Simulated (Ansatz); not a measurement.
Below is a relaxed structure of MgO. It was relaxed at this level from a Materials Project cell.

These are results of DFT PBE, scalar-relativistic, plane waves, PAW in Ansatz, not measurements. Cutoff 420 eV, Γ-centred mesh, Gaussian smearing, no spin polarisation.

```
Mg O
1.0
     3.31508    0.00000    0.00000
    -1.65754    2.87094    0.00000
     0.00000    0.00000    5.11824
Mg O
2 2
Direct
  0.33333 0.66667 0.00619
  0.66667 0.33333 0.50619
  0.33333 0.66667 0.39841
  0.66667 0.33333 0.89841
```

Energies over the elements count from the elements' standard structures at the same level (O₂ as a molecule), with no fitted energy shifts.

Task: Find its symmetry and describe it.

Result: P6_3mc (No. 186), the wurtzite type. Conventional cell: a = 3.315 Å, c = 5.118 Å. Around Mg lie 4 O at 1.99–2.01 Å; O is surrounded by 4 Mg at 1.99–2.01 Å.

Task: How far does it lie from the elements in energy?

Result: −2.617 eV/atom.

Task: Is it a metal?

Result: No, the gap on the 12×12×6 mesh is 3.41 eV.

The last run used a 12×12×6 mesh (in the run's order of axes) for its 4-atom cell and Gaussian smearing of 0.02 eV. Kohn–Sham gaps at this level usually fall short of measured ones. A later test with randomly moved atoms came back to the same energy, though modes that don't fit the test's cell weren't probed. Another cell of MgO relaxed alike, in P6_3/mmc (a Materials Project cell), lies 33 meV/atom lower, so this cell isn't the stable form at this level.
